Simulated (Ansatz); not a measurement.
Here is an Ansatz 0.2.0 calculation.

input.yaml

```yaml
crystal:
  lattice:
    - [0.0, 2.2239077028, 2.2239077028]
    - [2.2239077028, 0.0, 2.2239077028]
    - [2.2239077028, 2.2239077028, 0.0]
  atoms:
    - { symbol: Mn, position: [0.0, 0.0, 0.0], spin: 4.0 }
    - { symbol: O, position: [0.5, 0.5, 0.5] }
hamiltonian:
  xc: pbe
  pseudopotentials: { kind: paw }
magnetization:
  spin_polarized: true
  initial_magnetization: 4.0
  spin_locking: { lock_magnetization: hard }
kpoints:
  mp_grid: { grid: [9, 9, 9] }
scf:
  occupations: { method: fermi_dirac, width: 0.05 }
  lower_state_search: "off"
output:
  forces: true
  stress: true
  eigenvalues: true
  write_density: true
  write_potential: true
  elf: true
  volumetric_format: npy
```

Potentials or basis: Ansatz PAW.

The run is started by

```console
$ ansatz run input.yaml --threads 2 --pin off --max-ram 5632MiB --backend cpu --events-out ev --progress --plain --runs-dir out
```

Task: Estimate the pressure.

Result: -12.8 GPa.

Caveat: the pressure holds a Pulay correction of +0.6 GPa for the finite cutoff; the total moment is fixed, so each spin has its own Fermi level; a cell with one magnetic atom can't hold antiferromagnetic order, which such compounds often take; the thresholds are loose for stress.
